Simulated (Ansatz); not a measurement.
**HgTe: relaxation of cell and atoms with r2SCAN**

Crystal: HgTe.

```
CELL_PARAMETERS angstrom
-3.04560 3.04560 1.55941
3.04560 -3.04560 1.55941
3.04560 3.04560 -1.55941
ATOMIC_POSITIONS crystal
Hg 0.75000 0.25000 0.50000
Te 0.00000 0.00000 0.00000
```

Measurements of this composition are mostly on another form, of space group No. 216.

```yaml
Program: Ansatz 0.2.0
Task: relaxation of cell and atoms
Functional: r2SCAN
Potentials_or_basis: Ansatz PAW
Cutoff: "500 eV (not typed: the program's choice for these potentials)"
k_mesh: 10 × 10 × 10
Occupations: fermi-dirac, width 0.05 eV
Spin: no spin polarisation
```

| Property | Result |
| --- | --- |
| Relaxed volume | 27.99 Å³/atom |
| Relaxed cell | a = 4.454 Å, b = 4.454 Å, c = 4.454 Å, α = 97.68°, β = 97.68°, γ = 137.13° |
| Space group after relaxing (to 0.05 Å) | I-4m2 (No. 119) |
| Energy gained by relaxing | 32.7 meV/atom |
| Ionic steps | 7 |
| Pressure after relaxing | 0.0 GPa |
| Band gap on the k mesh | none (metal or under the smearing width) |

The path:
```tsv
step	energy change (eV)	largest force (eV/Å)	volume (Å³)
1	0.0000	0.0000	57.86
2	-0.0562	0.0000	55.91
3	-0.0566	0.0000	56.00
4	-0.0653	0.0000	56.22
5	-0.0656	0.0000	55.81
6	-0.0657	0.0000	55.97
7	-0.0654	0.0000	55.97
```

Final structure:
```yaml
crystal:
  lattice:
    - [-2.93178, 2.93178, 1.62792]
    - [2.93178, -2.93178, 1.62792]
    - [2.93178, 2.93178, -1.62792]
  atoms:
    - { symbol: Hg, position: [0.75000, 0.25000, 0.50000] }
    - { symbol: Te, position: [0.00000, 0.00000, 0.00000] }
```

Levels at points of the mesh, in eV from the Fermi level:
| k point | band 16 | band 17 | band 18 | band 19 | band 20 | band 21 |
| --- | --- | --- | --- | --- | --- | --- |
| (0.00, 0.00, 0.00) | -3.04 | -2.58 | -2.58 | 2.63 | 5.10 | 7.91 |
| (0.00, 0.00, -0.50) | -6.65 | -0.81 | 2.02 | 2.21 | 2.56 | 3.76 |
| (0.00, -0.50, 0.00) | -4.94 | -2.45 | -1.70 | -0.36 | 3.61 | 3.86 |
| (-0.50, -0.50, -0.50) | -4.77 | -4.77 | -4.57 | 2.18 | 6.32 | 9.45 |

Wall time 69 s on 2 threads of AMD EPYC 7R13 Processor (Zen 3), with other jobs on the host, peak memory 0.72 GiB.

Caveat: the plane-wave basis is chosen anew once the cell has moved, so the energies of steps on either side of that aren't comparable; the PAW data sets come from PBE, with cores solved anew for the run's functional, which leaves a small shift of forces and pressure. Spin-orbit coupling is left out, which matters for the levels of Hg, Te.
